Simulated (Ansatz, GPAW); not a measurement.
# Ballistic transport through C2 in line between two Ru chains, from relaxation to T(E), part 2 of 2

Wanted: T(E) of C2 in line between two Ru chains at a relaxed geometry in two programs, beside the unrelaxed structure.

GPAW 26.7.0 and Ansatz 0.2.0; Ansatz plane waves; relaxation of the junction with the lead ends held; PAW set soft_1 (the session's first sound run).

So far, transmission at the Fermi level (one spin): step 3 (plane-wave reference (PBE)) 1.77; step 4 (GPAW, dzp, PBE, GPAW) 1.80; step 5 (GPAW, szp: basis = "szp(dzp)", PBE, GPAW) 1.78.

**6. GPAW, sz: basis = "sz(dzp)"**

The minimal basis is the cheapest rung: no second zeta and no polarisation.

Input file run.py:

```python
import json
import numpy as np
from ase import Atoms
from ase.transport.calculators import TransportCalculator
from gpaw import GPAW, FermiDirac
from gpaw.lcao.tools import get_lcao_hamiltonian
from scipy.linalg import eigh

# The junction with lead layers at both ends, along the third cell vector
device = Atoms(
    ['Ru', 'Ru', 'Ru', 'Ru', 'Ru', 'Ru', 'Ru', 'Ru', 'C', 'C', 'Ru', 'Ru', 'Ru', 'Ru', 'Ru', 'Ru', 'Ru', 'Ru'],
    positions=[
        [4.50000, 4.50000, 1.12500],
        [4.50000, 4.50000, 3.37500],
        [4.50000, 4.50000, 5.62500],
        [4.50000, 4.50000, 7.87500],
        [4.50000, 4.50000, 10.12500],
        [4.50000, 4.50000, 12.37500],
        [5.16824, 4.26107, 14.58691],
        [4.36596, 4.55189, 16.58829],
        [4.74371, 4.41474, 18.57880],
        [4.74427, 4.41855, 19.87634],
        [4.36486, 4.55455, 21.86845],
        [5.16869, 4.26555, 23.86826],
        [4.50000, 4.50000, 26.08200],
        [4.50000, 4.50000, 28.33200],
        [4.50000, 4.50000, 30.58200],
        [4.50000, 4.50000, 32.83200],
        [4.50000, 4.50000, 35.08200],
        [4.50000, 4.50000, 37.33200]],
    cell=[[9.0, 0.0, 0.0], [0.0, 9.0, 0.0], [0.0, 0.0, 38.457]],
    pbc=True)

# One principal layer of the lead: the first 5 atoms of the device
lead = Atoms(
    ['Ru', 'Ru', 'Ru', 'Ru', 'Ru'],
    positions=[
        [4.50000, 4.50000, 1.12500],
        [4.50000, 4.50000, 3.37500],
        [4.50000, 4.50000, 5.62500],
        [4.50000, 4.50000, 7.87500],
        [4.50000, 4.50000, 10.12500]],
    cell=[[9.0, 0.0, 0.0], [0.0, 9.0, 0.0], [0.0, 0.0, 11.25]],
    pbc=True)

settings = dict(mode='lcao', basis='sz(dzp)', xc='PBE', h=0.2,
                occupations=FermiDirac(0.1), maxiter=250,
                mixer=dict(beta=0.1, nmaxold=8, weight=100.0),
                convergence=dict(density=0.0001))
energies = np.arange(-2, 2 + 1e-9, 0.025)
eta = 0.0001
n1, n2 = 1, 1
# k and -k transmit alike, so half of the mesh across the current serves
mesh = [(i, j) for i in range(n1) for j in range(n2) if (i, j) <= (-i % n1, -j % n2)]
weights = np.array([1 if (i, j) == (-i % n1, -j % n2) else 2 for i, j in mesh]) / (n1 * n2)

# [... helper functions left out ...]
fermi_lead = ground_state(lead, (1, 1, 10), 'lead.txt')
fermi_device = ground_state(device, (1, 1, 2), 'device.txt')
# [... loop over the mesh left out, but for ...]
        # Shift the lead onto the potential of the device's first layer
        shift = ((H[:, 0, 0] - H0[:, 0, 0]) / S0[0, 0]).real.mean()
# [...]
kT = 8.617333e-5 * 300
bias = [0.1, 0.2, 0.5, 1.0, 1.5, 2.0]
# [... integrals and printing left out ...]
```

Started as:

```
$ OMP_NUM_THREADS=1 OPENBLAS_NUM_THREADS=1 python run.py
```

Wall time 3.8 min (1 thread of Arm Neoverse N1, shared host); peak memory 1.3 GiB.

This step gave:

```yaml
conductance: 1.736 G₀
largest_coupling_past_the_next_principal_layer: 2.00e-5 eV
largest_misfit_of_the_first_principal_layer: 0.05849 eV
shift_that_aligns_the_lead: 2.39e-4 eV
basis_functions_of_the_junction: 216
basis_functions_of_a_principal_layer: 65
transmission_at_the_fermi_level_one_spin: 1.755
```

The conductance, 1.74 G₀, lies 2.5 % below that of the dzp run.

**7. LDA in the dzp basis: xc = "LDA"**

Back in the dzp basis, the functional changes from PBE to LDA, to set the spread between functionals beside that between bases.

run.py: that of step 6 with these lines changed.

```diff
@@ -45,3 +45,3 @@
 
-settings = dict(mode='lcao', basis='sz(dzp)', xc='PBE', h=0.2,
+settings = dict(mode='lcao', basis='dzp', xc='LDA', h=0.2,
                 occupations=FermiDirac(0.1), maxiter=250,
```

The job ended after 8.3 min (1 thread; peak memory 1.5 GiB).

Numbers from this step:

* conductance: 1.787 G₀
* thermopower: 2.727 μV/K
* largest coupling past the next principal layer: 2.03e-5 eV
* largest misfit of the first principal layer: 0.05597 eV
* shift that aligns the lead: -0.002699 eV
* basis functions of the junction: 490
* basis functions of a principal layer: 145
* transmission at the Fermi level (one spin): 1.797

The conductance, 1.79 G₀, lies 0.3 % above that of the dzp run.

**8. Without the relaxation: geometry = "as built"**

The dzp basis with PBE on the structure as first built shows what the relaxation was worth.

run.py: that of step 7 with these lines changed.

```diff
@@ -18,8 +18,8 @@
         [4.50000, 4.50000, 12.37500],
-        [5.16824, 4.26107, 14.58691],
-        [4.36596, 4.55189, 16.58829],
-        [4.74371, 4.41474, 18.57880],
-        [4.74427, 4.41855, 19.87634],
-        [4.36486, 4.55455, 21.86845],
-        [5.16869, 4.26555, 23.86826],
+        [4.50000, 4.50000, 14.62500],
+        [4.50000, 4.50000, 16.87500],
+        [4.50000, 4.50000, 18.60850],
+        [4.50000, 4.50000, 19.84850],
+        [4.50000, 4.50000, 21.58200],
+        [4.50000, 4.50000, 23.83200],
         [4.50000, 4.50000, 26.08200],
@@ -45,3 +45,3 @@
 
-settings = dict(mode='lcao', basis='dzp', xc='LDA', h=0.2,
+settings = dict(mode='lcao', basis='dzp', xc='PBE', h=0.2,
                 occupations=FermiDirac(0.1), maxiter=250,
```

Wall time 9.2 min (1 thread); peak memory 1.5 GiB.

Numbers from this step:

```
conductance                                    : 2.203 G₀
largest coupling past the next principal layer : 2.00e-5 eV
largest misfit of the first principal layer    : 0.04832 eV
shift that aligns the lead                     : 0.005010 eV
transmission at the Fermi level (one spin)     : 2.203
```

One spin. Table of transmission, zone mean by energy, zero at the Fermi level:

```csv
energy (eV),"transmission, zone mean"
-2.000,2.11
-1.900,2.11
-1.800,2.11
-1.700,2.12
-1.600,2.12
-1.500,2.13
-1.400,2.14
-1.300,2.14
-1.200,2.15
-1.100,2.16
-1.000,2.17
-0.900,2.17
-0.800,2.17
-0.700,2.17
-0.600,2.17
-0.500,2.17
-0.400,2.18
-0.300,2.19
-0.200,2.19
-0.100,2.20
0.000,2.20
0.100,2.21
0.150,2.21
0.200,2.21
0.300,2.20
0.400,2.20
0.500,2.20
0.600,2.19
0.700,2.19
0.800,2.18
0.900,2.17
1.000,2.16
1.100,2.15
1.200,2.13
1.300,2.11
1.400,2.08
1.500,2.04
1.600,2.00
1.700,1.92
1.800,1.85
1.900,1.76
2.000,1.64
```

The conductance, 2.20 G₀, lies 24 % above that of the dzp run.

**9. All levels side by side**

Times are wall times on the hardware named with each run. Results by setting:

```csv
no.,run,conductance (G₀),time,memory (GiB)
1,pw PBE,1.757,4.5 min,4.6
2,dzp,1.781,8.8 min,1.5
3,szp,1.763,5.2 min,1.4
4,sz,1.736,3.8 min,1.3
5,dzp LDA,1.787,8.3 min,1.5
6,asbuilt,2.203,9.2 min,1.5
```

**10. Comparison**

The curves are compared point by point over the common energies.

This step: comparison of transmission and cost over codes, levels and geometry; PAW set soft_1 (GPAW 26.7.0).

Ladder, by row:

```csv
step,code,T at the Fermi level (sum over the listed spins),conductance (G0),r.m.s. T(E) from the first,wall time (s),peak memory (GiB),threads
pw-pbe,Ansatz,1.774,1.757,0,267.5,4.588,4
dzp,GPAW,1.795,1.781,0.07841,527.3,1.49,1
szp,GPAW,1.78,1.763,0.1482,314.4,1.41,1
sz,GPAW,1.755,1.736,0.2402,227.8,1.34,1
dzp-LDA,GPAW,1.797,1.787,0.08611,496.9,1.49,1
asbuilt,GPAW,2.203,2.203,1.096,549.3,1.49,1
```

Transmission, zone mean, sum over the listed spins against energy, zero at the Fermi level:

| energy (eV) | pw-pbe | dzp | szp | sz | dzp-LDA | asbuilt |
| --- | --- | --- | --- | --- | --- | --- |
| -2.000 | 2.26 | 2.28 | 2.30 | 1.86 | 2.28 | 2.11 |
| -1.900 | 2.14 | 2.17 | 2.06 | 1.49 | 2.14 | 2.11 |
| -1.800 | 1.81 | 1.83 | 1.68 | 1.24 | 1.79 | 2.11 |
| -1.700 | 1.51 | 1.52 | 1.39 | 1.09 | 1.48 | 2.12 |
| -1.600 | 1.31 | 1.30 | 1.21 | 0.994 | 1.27 | 2.12 |
| -1.500 | 1.16 | 1.17 | 1.10 | 0.938 | 1.14 | 2.13 |
| -1.400 | 1.06 | 1.08 | 1.03 | 0.903 | 1.07 | 2.14 |
| -1.300 | 1.06 | 1.02 | 0.984 | 0.880 | 1.05 | 2.14 |
| -1.200 | 1.01 | 1.07 | 1.04 | 0.922 | 1.07 | 2.15 |
| -1.100 | 0.991 | 1.06 | 0.995 | 0.888 | 1.07 | 2.16 |
| -1.000 | 0.942 | 1.01 | 0.960 | 0.854 | 1.03 | 2.17 |
| -0.900 | 0.891 | 0.952 | 0.911 | 0.808 | 0.967 | 2.17 |
| -0.800 | 0.889 | 0.908 | 0.872 | 0.776 | 0.921 | 2.17 |
| -0.700 | 0.905 | 0.900 | 0.871 | 0.778 | 0.909 | 2.17 |
| -0.600 | 0.978 | 0.935 | 0.918 | 0.826 | 0.937 | 2.17 |
| -0.500 | 1.15 | 1.05 | 1.05 | 0.952 | 1.03 | 2.17 |
| -0.400 | 1.54 | 1.33 | 1.38 | 1.27 | 1.28 | 2.18 |
| -0.300 | 1.91 | 1.79 | 1.84 | 1.76 | 1.74 | 2.19 |
| -0.275 | 1.92 | 1.86 | 1.87 | 1.82 | 1.83 | 2.19 |
| -0.250 | 1.92 | 1.89 | 1.88 | 1.84 | 1.88 | 2.19 |
| -0.225 | 1.91 | 1.89 | 1.86 | 1.84 | 1.89 | 2.19 |
| -0.200 | 1.90 | 1.87 | 1.84 | 1.82 | 1.89 | 2.19 |
| -0.100 | 1.86 | 1.82 | 1.80 | 1.78 | 1.82 | 2.20 |
| 0.000 | 1.77 | 1.80 | 1.78 | 1.75 | 1.80 | 2.20 |
| 0.100 | 1.54 | 1.65 | 1.62 | 1.58 | 1.68 | 2.21 |
| 0.200 | 1.13 | 1.34 | 1.33 | 1.28 | 1.41 | 2.21 |
| 0.300 | 1.38 | 1.46 | 1.49 | 1.48 | 1.44 | 2.20 |
| 0.400 | 1.57 | 1.62 | 1.68 | 1.67 | 1.60 | 2.20 |
| 0.500 | 1.77 | 1.82 | 1.89 | 1.86 | 1.79 | 2.20 |
| 0.525 | 1.80 | 1.85 | 1.90 | 1.87 | 1.83 | 2.20 |
| 0.575 | 1.85 | 1.87 | 1.87 | 1.82 | 1.86 | 2.19 |
| 0.600 | 1.86 | 1.87 | 1.82 | 1.77 | 1.86 | 2.19 |
| 0.700 | 1.79 | 1.70 | 1.48 | 1.43 | 1.71 | 2.19 |
| 0.800 | 1.55 | 1.37 | 1.10 | 1.06 | 1.38 | 2.18 |
| 0.900 | 1.22 | 1.04 | 0.804 | 0.784 | 1.06 | 2.17 |
| 1.000 | 0.931 | 0.798 | 0.607 | 0.599 | 0.809 | 2.16 |
| 1.100 | 0.712 | 0.623 | 0.476 | 0.475 | 0.630 | 2.15 |
| 1.200 | 0.556 | 0.498 | 0.384 | 0.387 | 0.501 | 2.13 |
| 1.300 | 0.446 | 0.406 | 0.318 | 0.323 | 0.406 | 2.11 |
| 1.400 | 0.366 | 0.337 | 0.268 | 0.274 | 0.335 | 2.08 |
| 1.500 | 0.307 | 0.285 | 0.229 | 0.235 | 0.281 | 2.04 |
| 1.600 | 0.262 | 0.245 | 0.199 | 0.210 | 0.239 | 2.00 |
| 1.700 | 0.227 | 0.225 | 0.185 | 0.191 | 0.219 | 1.92 |
| 1.800 | 0.212 | 0.201 | 0.162 | 0.167 | 0.194 | 1.85 |
| 1.900 | 0.190 | 0.174 | 0.137 | 0.141 | 0.169 | 1.76 |
| 2.000 | 0.168 | 0.145 | 0.109 | 0.109 | 0.142 | 1.64 |

**11. Outcome**

```json
{
 "conductance": "1.78 G₀",
 "transmission at the Fermi level, mean of the spins": "1.80",
 "thermopower": "3.14 μV/K"
}
```

In words: In the dzp basis the junction conducts 1.78 G₀ at 300 K, with T = 1.80 a spin at the Fermi level; the sz basis reaches that conductance within 10 %. Relaxation moved atoms by up to 0.71 Å and took the conductance from 2.20 to 1.78 G₀, as a ratio a larger change than the step from dzp to the minimal basis. Plane waves (PBE) give T = 1.77 there. At the Fermi level the three most open eigenchannels pass 0.98, 0.78 and 0.034. Measured against the first run (pw-pbe), the nearest curve is that of dzp (r.m.s. 0.078) and the farthest that of asbuilt (1.1). Over the compared runs wall time goes from 228 s (sz) to 549 s (asbuilt), on a shared host; the plane-wave run used 4 threads and the orbital runs 1. The leads kept an estimated spacing and the cell its length, so the junction may be under some tension or compression. The run had no spin polarisation, so a magnetic state, which chains and small molecules with open shells often have, wasn't tested. An evenly spaced straight chain is an idealisation: free chains tend to dimerise, zigzag or, where a band edge lies near the Fermi level, turn magnetic. The currents use the zero-bias T(E) throughout, which holds only while the bias is small against the distance to the nearest feature.

[Logs are printed without paths, hosts, clocks, repeated set-up lines and the standing remarks that a program may print on its own settings, such as how far it seeks lower states.]

[Hosts, paths, dates, database ids (printed as entryN), source tags and the programs' standing remarks are cut or masked in the printed files.]
